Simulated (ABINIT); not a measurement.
The system is AlFe.

```
Fe Al
1.0
     2.91000    0.00000    0.00000
     0.00000    2.91000    0.00000
     0.00000    0.00000    2.91000
Fe Al
1 1
Direct
  0.50000 0.50000 0.50000
  0.00000 0.00000 0.00000
```

Base run:

- Program: ABINIT 10.8.3 (patched build)
- Functional: LDA
- Potentials or basis: JTH PAW LDA v2.0
- Cutoff: 544 eV
- k mesh: 7 × 7 × 7
- Occupations: fermi-dirac, width 0.05 eV
- Spin: collinear spin, ferromagnetic start
- Starting moments: [3.0, 0.0] μB

Its results: band gap on the k mesh none (metal or under the smearing width); net moment 0.73 μB per cell; site moments Fe +0.77; Al -0.02 μB.

Problem. The run is repeated on the same cell with these changes: functional from LDA to LDA-PZ; k mesh from 7 × 7 × 7 to 9 × 9 × 9. What comes out?

Solution. Band gap on the k mesh none (metal or under the smearing width); net moment 0.60 μB per cell; site moments Fe +0.63; Al -0.02 μB.

Several settings changed at once, so the effect can't be laid on one alone.
